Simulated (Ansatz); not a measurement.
Molecular dynamics on a 2×2×2 supercell (16 atoms) of InAs (CsCl type), relaxed with r2SCAN. Forces come from PBE in Ansatz: constant energy and volume (NVE), velocities drawn at 450 K, steps of 2 fs. Classical nuclei, no spin polarisation; a few dozen steps show the first response, not equilibrium. The structure comes from a prototype and may be hypothetical.

```yaml
crystal:
  lattice:
    - [7.0730821581, 0.0, 0.0]
    - [0.0, 7.0730821581, 0.0]
    - [0.0, 0.0, 7.0730821581]
  atoms:
    - { symbol: In, position: [0.0, 0.0, 0.0] }
    - { symbol: As, position: [0.25, 0.25, 0.25] }
    - { symbol: In, position: [0.0, 0.0, 0.5] }
    - { symbol: As, position: [0.25, 0.25, 0.75] }
    - { symbol: In, position: [0.0, 0.5, 0.0] }
    - { symbol: As, position: [0.25, 0.75, 0.25] }
    - { symbol: In, position: [0.0, 0.5, 0.5] }
    - { symbol: As, position: [0.25, 0.75, 0.75] }
    - { symbol: In, position: [0.5, 0.0, 0.0] }
    - { symbol: As, position: [0.75, 0.25, 0.25] }
    - { symbol: In, position: [0.5, 0.0, 0.5] }
    - { symbol: As, position: [0.75, 0.25, 0.75] }
    - { symbol: In, position: [0.5, 0.5, 0.0] }
    - { symbol: As, position: [0.75, 0.75, 0.25] }
    - { symbol: In, position: [0.5, 0.5, 0.5] }
    - { symbol: As, position: [0.75, 0.75, 0.75] }
kpoints:
  mp_grid: { grid: [2, 2, 2] }
hamiltonian:
  xc: pbe
scf:
  occupations: { method: fermi_dirac, width: 0.039 }
md:
  ensemble: nve
  temperature: 450
  timestep: 2.0
  n_steps: 20
  initial_velocities: maxwell_boltzmann
  seed: 7423
```

Run as `ansatz run input.yaml --threads 4 --pin off --max-ram 3686MiB --backend cpu --events-out ev --progress --plain --runs-dir out`. Wall time 92 s on 4 threads of Arm Neoverse V1, on a shared host, load about 0.9 per core; peak host memory 1.5 GiB.

```tsv
step	t (fs)	T (K)	free energy F from step 0 (meV/atom)	kinetic energy (meV/atom)	largest force (eV/Å)
0	0	450	0.0	54.5	0.00
1	2	450	0.0	54.5	0.03
2	4	449	0.1	54.4	0.07
3	6	447	0.3	54.2	0.10
4	8	445	0.6	53.9	0.14
5	10	442	0.9	53.6	0.18
6	12	439	1.4	53.2	0.22
7	14	435	1.9	52.7	0.26
8	16	430	2.4	52.1	0.30
9	18	424	3.1	51.4	0.35
10	20	418	3.8	50.7	0.39
11	22	412	4.6	49.9	0.44
12	24	405	5.5	49.0	0.49
13	26	397	6.4	48.1	0.54
14	28	389	7.4	47.1	0.59
15	30	380	8.5	46.1	0.64
16	32	371	9.6	45.0	0.69
17	34	362	10.7	43.8	0.74
18	36	352	11.9	42.6	0.79
19	38	342	13.1	41.4	0.84
20	40	332	14.3	40.2	0.89
```

The temperature goes from 450 K to 332 K in 40 fs. The conserved energy stays within 0.00 meV an atom. By the last step the atoms have moved 0.12 Å in the root mean square, the drift of the whole cell taken out, 0.25 Å at most.

Positions (Å) and forces (eV/Å) at step 20:
```
In  -0.007   0.034   0.034     0.347   0.196  -0.183
As   1.801   1.720   1.738    -0.022  -0.069  -0.054
In  -0.091  -0.070   3.566     0.407   0.281   0.130
As   1.810   1.798   5.302    -0.029  -0.070  -0.092
In  -0.161   3.636  -0.020     0.401  -0.321   0.011
As   1.650   5.327   1.866     0.168  -0.088   0.164
In  -0.046   3.509   3.554     0.282  -0.173  -0.001
As   1.857   5.364   5.277     0.318   0.199   0.012
In   3.764  -0.056   0.069    -0.714  -0.033  -0.324
As   5.200   1.710   1.859     0.355   0.306  -0.030
In   3.642   0.031   3.461    -0.739  -0.362   0.327
As   5.140   1.746   5.227     0.030  -0.101   0.113
In   3.536   3.502  -0.015    -0.301   0.119   0.106
As   5.372   5.355   1.758    -0.213  -0.152   0.047
In   3.603   3.534   3.478    -0.330   0.307   0.006
As   5.317   5.312   5.293     0.039  -0.040  -0.232
```
